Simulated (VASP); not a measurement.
# InAs (F-43m) in VASP: settings compared

The runs below take InAs through relaxation of cell and atoms, single point, with PBE, r2SCAN50.

All numbers are computed with VASP 6.6.1; they aren't measurements. Logs are shortened: lines on timing, memory, paths and dates and some standing lists are left out, and cuts for length are marked.

**Measured values to compare with.**

A printed reference work, data compilation reports, for a bulk crystal of InAs at 4.2 K: band gap 0.418 eV (direct).

The runs below are set against these values where they give the same quantity.

## 1. The cell of the first run

It takes space group F-43m (No. 216, cubic). Conventional cell: a = 6.036 Å, b = 6.036 Å, c = 6.036 Å, α = 90.00°, β = 90.00°, γ = 90.00°. Within 3.4 Å of In (site symmetry -43m) lie 4 As at 2.61 Å. As (site symmetry -43m) has 4 In at 2.61 Å within 3.4 Å.

## 2. Relaxation of cell and atoms, PBE, non-collinear spin, zero start, spin-orbit coupling

The input, INCAR:

```
SYSTEM = InAs
ALGO = Normal
EDIFF = 1E-6
EDIFFG = -0.005
ENCUT = 600
GGA = PE
GGA_COMPAT = .FALSE.
IBRION = 2
ISIF = 3
ISMEAR = -1
LASPH = .TRUE.
LCHARG = .FALSE.
LORBIT = 11
LORBMOM = .TRUE.
LREAL = .FALSE.
LSORBIT = .TRUE.
LWAVE = .FALSE.
MAGMOM = 0 0 0 0 0 0
NELM = 150
NSW = 80
PREC = Accurate
SIGMA = 0.05
```

The input, KPOINTS:

```
k-points
0
G
  6 6 6
  0 0 0
```

The input, POSCAR:

```
InAs
1.0
    0.0000000000      3.0180000000      3.0180000000
    3.0180000000      0.0000000000      3.0180000000
    3.0180000000      3.0180000000      0.0000000000
In As
1 1
Direct
    0.0000000000      0.0000000000      0.0000000000
    0.7500000000      0.7500000000      0.7500000000
```

Potentials or basis: VASP PAW PBE potentials, release 64 (In_d, As).

Run with:

```bash
$ cat potpaw_PBE.64/In_d/POTCAR potpaw_PBE.64/As/POTCAR > POTCAR
$ mpirun -np 1 vasp_ncl > vasp.out
```

OUTCAR:

```text
SYSTEM = InAs
   EDIFF = 1E-6
   EDIFFG = -0.005
   ENCUT = 600
   GGA = PE
   IBRION = 2
   ISIF = 3
   ISMEAR = -1
   LASPH = .TRUE.
   LORBIT = 11
   LREAL = .FALSE.
   LSORBIT = .TRUE.
   NELM = 150
   NSW = 80
   PREC = Accurate

 ion  position               nearest neighbor table
   1  0.000  0.000  0.000-   2 2.61   2 2.61   2 2.61   2 2.61
   2  0.750  0.750  0.750-   1 2.61   1 2.61   1 2.61   1 2.61

  LATTYP: Found a face centered cubic cell.
 ALAT       =     6.0360000000

  Lattice vectors:

 A1 = (   0.0000000000,   3.0180000000,   3.0180000000)
 A2 = (   3.0180000000,   0.0000000000,   3.0180000000)
 A3 = (   3.0180000000,   3.0180000000,   0.0000000000)

Analysis of symmetry for initial positions (statically):
=====================================================================
 Subroutine PRICEL returns:
 Original cell was already a primitive cell.

 Routine SETGRP: Setting up the symmetry group for a
 face centered cubic supercell.

 Subroutine GETGRP returns: Found 24 space group operations
 (whereof 24 operations were pure point group operations)
 out of a pool of 48 trial point group operations.

The static configuration has the point symmetry T_d .

Analysis of symmetry for dynamics (positions and initial velocities):
=====================================================================
 Subroutine PRICEL returns:
 Original cell was already a primitive cell.

 Routine SETGRP: Setting up the symmetry group for a
 face centered cubic supercell.

 Subroutine GETGRP returns: Found 24 space group operations
 (whereof 24 operations were pure point group operations)
 out of a pool of 48 trial point group operations.

The dynamic configuration has the point symmetry T_d .

Analysis of structural, dynamic, and magnetic symmetry:
=====================================================================
 Subroutine PRICEL returns:
 Original cell was already a primitive cell.

 Routine SETGRP: Setting up the symmetry group for a
 face centered cubic supercell.

 Subroutine GETGRP returns: Found 24 space group operations
 (whereof 24 operations were pure point group operations)
 out of a pool of 48 trial point group operations.

The overall configuration has the point symmetry T_d .

 Subroutine INISYM returns: Found 24 space group operations
 (whereof 24 operations are pure point group operations),
 and found     1 'primitive' translations

----------------------------------------------------------------------------------------

                                     Primitive cell

  volume of cell :      54.9778

  direct lattice vectors                    reciprocal lattice vectors
     0.000000000  3.018000000  3.018000000    -0.165672631  0.165672631  0.165672631
     3.018000000  0.000000000  3.018000000     0.165672631 -0.165672631  0.165672631
     3.018000000  3.018000000  0.000000000     0.165672631  0.165672631 -0.165672631

  length of vectors
     4.268096531  4.268096531  4.268096531     0.286953414  0.286953414  0.286953414

  position of ions in fractional coordinates (direct lattice)
     0.000000000  0.000000000  0.000000000
     0.750000000  0.750000000  0.750000000

  ion indices of the primitive-cell ions
   primitive index   ion index
                 1           1
                 2           2

----------------------------------------------------------------------------------------

 KPOINTS: k-points

Automatic generation of k-mesh.
 Grid dimensions read from file:
 generate k-points for:    6    6    6

 Generating k-lattice:

  Cartesian coordinates                     Fractional coordinates (reciprocal lattice)
    -0.027612105  0.027612105  0.027612105     0.166666667  0.000000000  0.000000000
     0.027612105 -0.027612105  0.027612105     0.000000000  0.166666667  0.000000000
     0.027612105  0.027612105 -0.027612105     0.000000000  0.000000000  0.166666667

  Length of vectors
     0.047825569  0.047825569  0.047825569

  Shift w.r.t. Gamma in fractional coordinates (k-lattice)
     0.000000000  0.000000000  0.000000000

 Subroutine IBZKPT returns following result:
 ===========================================

[... 70 lines left out ...]
   LHFCALC =     F    Hartree Fock is set to
   AEXX    =    0.0000 exact exchange contribution
   IVDW    =     0    specifies the selected vdW correction
   LEPSILON=     F    determine dielectric tensor
   LRPA    =     F    only Hartree local field effects (RPA)
 conjugate gradient relaxation of ions
  energy-cutoff  :      600.00
  volume of cell :       54.98
 maximum number of plane-waves:      3706
 NGX is ok and might be reduce to    36
   NGX = 17   NGY = 17   NGZ = 17

--------------------------------------- Ionic step        1  -------------------------------------------

 number of electron      18.0000003 magnetization      -0.0000000     -0.0000000     -0.0000000

 number of electron      18.0000003 magnetization       0.0000000      0.0000000      0.0000000

 Free energy of the ion-electron system (eV)
  ---------------------------------------------------
  ext. energy  EPLUGINS =         0.00000000
  ---------------------------------------------------
  free energy    TOTEN  =        -7.69625731 eV

  energy without entropy =       -7.69555048  energy(sigma->0) =       -7.69590389

 E-fermi :   4.6827     XC(G=0):  -9.1140

 val. band max:        4.6807215440   @ k =   0.0000   0.0000   0.0000
 cond. band min:       5.5328733136   @ k =   0.5000   0.0000   0.0000
 fundamental gap:      0.8521517696
 Fermi energy:         4.6826557577

 k-point     1 :       0.0000    0.0000    0.0000
  band No.  band energies     occupation
      1     -10.2969      1.00000
      2     -10.2969      1.00000
      3     -10.2969      1.00000
      4     -10.2969      1.00000
      5      -9.5072      1.00000
      6      -9.5072      1.00000
[... 708 lines left out ...]
 number of electron      17.9999997 magnetization      -0.0000000      0.0000000      0.0000000

 number of electron      17.9999997 magnetization       0.0000000     -0.0000000     -0.0000000

 Free energy of the ion-electron system (eV)
  ---------------------------------------------------
  ext. energy  EPLUGINS =         0.00000000
  ---------------------------------------------------
  free energy    TOTEN  =        -7.75170311 eV

  energy without entropy =       -7.75096414  energy(sigma->0) =       -7.75133362

 E-fermi :   3.9446     XC(G=0):  -8.7846

 val. band max:        3.9414893811   @ k =   0.0000   0.0000   0.0000
 cond. band min:       4.6352550661   @ k =   0.5000   0.0000   0.0000
 fundamental gap:      0.6937656850
 Fermi energy:         3.9446145534

 k-point     1 :       0.0000    0.0000    0.0000
  band No.  band energies     occupation
      1     -10.9084      1.00000
      2     -10.9084      1.00000
      3     -10.9084      1.00000
      4     -10.9084      1.00000
      5     -10.1040      1.00000
      6     -10.1040      1.00000
[... 656 lines left out ...]
  FREE ENERGIE OF THE ION-ELECTRON SYSTEM (eV)
  ---------------------------------------------------
  free  energy   TOTEN  =        -7.7517031068 eV

  energy  without entropy=       -7.7509641384  energy(sigma->0) =       -7.75133362

 reached required accuracy - stopping structural energy minimisation

 orbital moment (x)

 # of ion     p       d       tot
 ----------------------------------------
  1        -0.000   0.000  -0.000
  2         0.000  -0.000  -0.000
 ----------------------------------------
           -0.000  -0.000  -0.000

 orbital moment (y)

 # of ion     p       d       tot
 ----------------------------------------
  1         0.000  -0.000  -0.000
  2         0.000   0.000   0.000
 ----------------------------------------
            0.000  -0.000   0.000

 orbital moment (z)

 # of ion     p       d       tot
 ----------------------------------------
  1         0.000  -0.000  -0.000
  2         0.000  -0.000   0.000
 ----------------------------------------
            0.000  -0.000   0.000

 Spin-Orbit-Coupling matrix elements

 Ion:    1  E_soc:     -0.0711164
 l=   1
     0.0000000    -0.0054614    -0.0054614
    -0.0054614     0.0000000    -0.0054614
    -0.0054614    -0.0054614     0.0000000
 l=   2
     0.0000000    -0.0012815     0.0000000    -0.0012815    -0.0051099
    -0.0012815     0.0000000    -0.0038324    -0.0012815    -0.0012775
     0.0000000    -0.0038324     0.0000000    -0.0038324     0.0000000
    -0.0012815    -0.0012815    -0.0038324     0.0000000    -0.0012775
    -0.0051099    -0.0012775     0.0000000    -0.0012775     0.0000000
 l=   3
     0.0000000     0.0000000     0.0000000     0.0000000     0.0000000     0.0000000     0.0000000
     0.0000000     0.0000000     0.0000000     0.0000000     0.0000000     0.0000000     0.0000000
     0.0000000     0.0000000     0.0000000     0.0000000     0.0000000     0.0000000     0.0000000
     0.0000000     0.0000000     0.0000000     0.0000000     0.0000000     0.0000000     0.0000000
     0.0000000     0.0000000     0.0000000     0.0000000     0.0000000     0.0000000     0.0000000
     0.0000000     0.0000000     0.0000000     0.0000000     0.0000000     0.0000000     0.0000000
     0.0000000     0.0000000     0.0000000     0.0000000     0.0000000     0.0000000     0.0000000

 Ion:    2  E_soc:     -0.0271759
 l=   1
     0.0000000    -0.0045276    -0.0045276
    -0.0045276     0.0000000    -0.0045276
    -0.0045276    -0.0045276     0.0000000
 l=   2
     0.0000000    -0.0000009     0.0000000    -0.0000009    -0.0000009
    -0.0000009     0.0000000    -0.0000006    -0.0000009    -0.0000002
     0.0000000    -0.0000006     0.0000000    -0.0000006     0.0000000
    -0.0000009    -0.0000009    -0.0000006     0.0000000    -0.0000002
    -0.0000009    -0.0000002     0.0000000    -0.0000002     0.0000000
 l=   3
     0.0000000     0.0000000     0.0000000     0.0000000     0.0000000     0.0000000     0.0000000
     0.0000000     0.0000000     0.0000000     0.0000000     0.0000000     0.0000000     0.0000000
     0.0000000     0.0000000     0.0000000     0.0000000     0.0000000     0.0000000     0.0000000
     0.0000000     0.0000000     0.0000000     0.0000000     0.0000000     0.0000000     0.0000000
     0.0000000     0.0000000     0.0000000     0.0000000     0.0000000     0.0000000     0.0000000
     0.0000000     0.0000000     0.0000000     0.0000000     0.0000000     0.0000000     0.0000000
     0.0000000     0.0000000     0.0000000     0.0000000     0.0000000     0.0000000     0.0000000

 total charge

# of ion       s       p       d       tot
------------------------------------------
    1        0.848   0.670   9.880  11.399
    2        1.225   1.528   0.019   2.771
--------------------------------------------------
tot          2.073   2.198   9.899  14.170

 magnetization (x)

# of ion       s       p       d       tot
------------------------------------------
    1        0.000  -0.000  -0.000  -0.000
    2       -0.000   0.000   0.000   0.000
--------------------------------------------------
tot          0.000   0.000  -0.000   0.000

 magnetization (y)

# of ion       s       p       d       tot
------------------------------------------
    1        0.000   0.000  -0.000   0.000
    2       -0.000   0.000  -0.000  -0.000
--------------------------------------------------
tot          0.000   0.000  -0.000   0.000

 magnetization (z)

# of ion       s       p       d       tot
------------------------------------------
    1       -0.000  -0.000  -0.000  -0.000
    2       -0.000  -0.000   0.000  -0.000
--------------------------------------------------
tot         -0.000  -0.000  -0.000  -0.000
```

Wall time 9.1 min (1 thread of Intel Xeon 8259CL, shared host); peak memory 0.42 GiB.

What came out:

| Property | Result |
| --- | --- |
| Free energy | -7.7517 eV |
| Relaxed volume | 29.65 Å³/atom |
| Relaxed cell | a = 4.377 Å, b = 4.377 Å, c = 4.377 Å, α = 60.00°, β = 60.00°, γ = 60.00° |
| Space group after relaxing (to 0.1 Å) | F-43m (No. 216) |
| Energy gained by relaxing | 27.7 meV/atom |
| Ionic steps | 3 |
| Pressure after relaxing | 0.0 GPa |
| Net moment | 0.00 μB per cell |
| Valence electrons inside the program's atomic spheres | In 11.40; As 2.77 |

The path:
| step | energy change (eV) | largest force (eV/Å) | pressure (GPa) | volume (Å³) |
| --- | --- | --- | --- | --- |
| 1 | 0.0000 | 0.0000 | 4.41 | 54.98 |
| 2 | -0.0466 | 0.0000 | -1.46 | 61.22 |
| 3 | -0.0554 | 0.0000 | 0.01 | 59.29 |

Final structure:
```
In As
1.0
     0.00000    3.09498    3.09498
     3.09498    0.00000    3.09498
     3.09498    3.09498    0.00000
In As
1 1
Direct
  0.00000 0.00000 0.00000
  0.75000 0.75000 0.75000
```

Moments on the atoms (μB; x, y, z):
```
In  0.00 0.00 0.00
As  0.00 0.00 0.00
```

## 3. Single point, r2SCAN50

This run uses another cell than the first one, of 29.14 Å³/atom.

The input, POSCAR:

```
InAs
1.0
    0.0000000000      3.0771914981      3.0771914981
    3.0771914981      0.0000000000      3.0771914981
    3.0771914981      3.0771914981      0.0000000000
In As
1 1
Direct
    0.0000000000      0.0000000000      0.0000000000
    0.7500000000      0.7500000000      0.7500000000
```

The input, INCAR.step1:

```
  ALGO = Normal
  EDIFF = 1E-5
  ENCUT = 520
  GGA = PE
  ISIF = 2
  ISMEAR = -1
  LASPH = True
  LCHARG = False
  LREAL = False
  LWAVE = True
  NBANDS = 16
  NELM = 80
  PREC = Accurate
  SIGMA = 0.05
```

The input, INCAR.step2:

```
  AEXX = 0.5
  ALGO = Normal
  EDIFF = 1E-6
  ENCUT = 520
  ISIF = 2
  ISMEAR = -1
  ISTART = 1
  LASPH = True
  LCHARG = False
  LHFCALC = True
  LMIXTAU = True
  LREAL = False
  LWAVE = False
  METAGGA = R2SCAN
  NBANDS = 16
  NELM = 80
  PREC = Accurate
  PRECFOCK = Normal
  SIGMA = 0.05
```

The input, KPOINTS:

```
k-points
0
Gamma
  4 4 4
```

Potentials or basis: VASP PAW PBE potentials, release 64 (In_d, As).

Run with:

```bash
$ cat potpaw_PBE.64/In_d/POTCAR potpaw_PBE.64/As/POTCAR > POTCAR
$ cp INCAR.step1 INCAR
$ mpirun -np 1 vasp_std > vasp.out
$ cp INCAR.step2 INCAR
$ mpirun -np 1 vasp_std > vasp.out
```

Run time: 21 min. Hardware: 1 thread of AMD EPYC 7R43 (Zen 3), shared host; peak memory 0.17 GiB.

It converged, with:

```yaml
Free_energy: -28.1745 eV
Pressure: -4.2 GPa
Band_gap_on_the_k_mesh: 2.49 eV
```

Levels at points of the mesh, in eV from the valence-band top:
```csv
k point,band 7,band 8,band 9,band 10,band 11,band 12
"(0.00, 0.00, 0.00)",0.00,0.00,0.00,2.49,6.99,6.99
"(0.50, 0.00, 0.00)",-6.57,-1.09,-1.09,3.75,7.78,7.78
"(0.50, 0.50, 0.00)",-6.66,-2.59,-2.59,4.27,4.90,12.70
```

Caveat: the k points lie up to 0.44 Å⁻¹ apart; the PAW data sets were made with another functional, which shifts forces and pressure a little; spin-orbit coupling is left out, which moves the levels of the heavy elements.

## 4. Single point, r2SCAN50

The input, POSCAR:

```
InAs
1.0
    0.0000000000      3.0180000000      3.0180000000
    3.0180000000      0.0000000000      3.0180000000
    3.0180000000      3.0180000000      0.0000000000
In As
1 1
Direct
    0.0000000000      0.0000000000      0.0000000000
    0.7500000000      0.7500000000      0.7500000000
```

The input, INCAR.step1:

```
SYSTEM = InAs
PREC = Accurate
ENCUT = 520
EDIFF = 1E-5
ISMEAR = -1
SIGMA = 0.05
LREAL = .FALSE.
LASPH = .TRUE.
NELM = 80
ALGO = Normal
ISIF = 2
LWAVE = .TRUE.
LCHARG = .FALSE.
GGA = PE
NBANDS = 16
```

The input, INCAR.step2:

```
SYSTEM = InAs
PREC = Accurate
ENCUT = 520
EDIFF = 1E-7
ISMEAR = -1
SIGMA = 0.05
LREAL = .FALSE.
LASPH = .TRUE.
NELM = 80
ALGO = Normal
ISIF = 2
LWAVE = .FALSE.
LCHARG = .FALSE.
METAGGA = R2SCAN
LHFCALC = .TRUE.
AEXX = 0.5
LMIXTAU = .TRUE.
PRECFOCK = Normal
ISTART = 1
NBANDS = 16
```

The input, KPOINTS:

```
Automatic mesh
0
G
  5 5 5
  0 0 0
```

Run with:

```bash
$ cat potpaw_PBE.64/In_d/POTCAR potpaw_PBE.64/As/POTCAR > POTCAR
$ cp INCAR.step1 INCAR
$ mpirun -np 1 vasp_std > vasp.out
$ cp INCAR.step2 INCAR
$ mpirun -np 1 vasp_std > vasp.out
```

Wall time 46 min (1 thread of AMD EPYC 7R43 (Zen 3), shared host); peak memory 0.17 GiB.

The run converged. Its results:

```yaml
Free_energy: -28.2526 eV
Pressure: -0.7 GPa
Band_gap_on_the_k_mesh: 2.77 eV
```

Levels at points of the mesh, in eV from the valence-band top:
| k point | band 5 | band 6 | band 7 | band 8 | band 9 | band 10 | band 11 | band 12 | band 13 | band 14 |
| --- | --- | --- | --- | --- | --- | --- | --- | --- | --- | --- |
| (0.00, 0.00, 0.00) | -18.03 | -14.53 | 0.00 | 0.00 | 0.00 | 2.77 | 6.98 | 6.98 | 6.98 | 11.00 |

Caveat: the PAW data sets were made with another functional, which shifts forces and pressure a little; spin-orbit coupling is left out, which moves the levels of the heavy elements.

## 5. The runs side by side

```csv
task,level,spin,cell,k mesh,cutoff (eV),grid for exact exchange (PRECFOCK),share of exact exchange,gap on the mesh (eV),pressure (GPa)
relaxation of cell and atoms,PBE,"non-collinear, zero start, SOC","relaxed from a = 4.268 Å, angles 60.0°, 2 atoms",6 × 6 × 6,600,-,-,-,0.0
single point,r2SCAN50,off,"a = 4.352 Å, angles 60.0°, 2 atoms",4 × 4 × 4,520,Normal,0.5,2.49,-4.2
single point,r2SCAN50,off,"a = 4.268 Å, angles 60.0°, 2 atoms",5 × 5 × 5,520,Normal,0.5,2.77,-0.7
```

Alike in all rows: potentials or basis VASP PAW PBE potentials, release 64 (In_d, As); smearing fermi-dirac 0.05 eV.

Caveats: some runs use coarse meshes; the PAW data sets were made with another functional, which shifts forces and pressure a little (at least some runs); spin-orbit coupling is left out, which moves the levels of the heavy elements (at least some runs).

Total energies depend on the potentials used, so only differences within one code and one set of settings carry meaning.

## 6. Against experiment

Step 4. A measured gap of InAs is 0.418 eV (direct; 4.2 K; a printed reference work, data compilation); the calculated 2.77 eV misses it by +2.35 eV. So large a miss can be the level of theory's own, or it may mean another phase, state or a wrong row. Spin-orbit coupling on As, In is left out. The value is that of r2SCAN50, without temperature or zero-point motion.
